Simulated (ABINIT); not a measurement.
Ti:

```xyz
2
Lattice="2.9500 0.0000 0.0000 -1.4750 2.5548 0.0000 0.0000 0.0000 4.6800" Properties=species:S:1:pos:R:3 pbc="T T T"
Ti    1.4750    0.8516    3.5100
Ti    0.0000    1.7032    1.1700
```

Base run:

```yaml
Program: ABINIT 10.8.3 (patched build)
Functional: RPBE
Potentials_or_basis: JTH PAW PBE v2.0
Cutoff: 408 eV
k_mesh: 10 × 10 × 6
Occupations: fermi-dirac, width 0.05 eV
Spin: no spin polarisation
```

Its results: band gap on the k mesh none (metal or under the smearing width); pressure 1.8 GPa.

Question: The run is repeated on the same cell with these changes: functional from RPBE to AM05. What comes out?

Answer: Band gap on the k mesh none (metal or under the smearing width); pressure -5.2 GPa.

AM05 binds more tightly than RPBE, so the same cell stands under less pressure.

Caveats: the PAW data sets were made with another functional, which shifts forces and pressure a little.

Not every run made on this cell is shown here.
